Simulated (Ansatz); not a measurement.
Ru: reading a single point

```xyz
2
Lattice="0.0000 2.6261 2.6261 2.6261 0.0000 2.6261 2.6261 2.6261 0.0000" Properties=species:S:1:pos:R:3 pbc="T T T"
Ru    0.0000    0.0000    0.0000
Ru    1.3131    1.3131    1.3131
```

The numbers come from plane-wave PAW DFT (Ansatz): PBE, spin-orbit coupling, 420 eV, 11×11×11 Γ-centred k points, fermi-dirac occupations (width 0.1 eV). Nothing was relaxed.

The state carries no moments; the state need not be the lowest.

(1) Metal or insulator?

(2) What does the stress say?

Origin: a known structure type with other elements, at an estimated volume, so it need not be a known compound. Caveats: atoms or cell far from equilibrium; the SCF threshold is loose for a stress.

Results:

(1) It is a metal, with about 1.6 states/eV a cell as the mean within 0.25 eV of the Fermi level, mostly Ru d (94 %).

(2) The pressure is 24.4 GPa (compression positive), so with the atoms held at these fractions the cell would first expand.
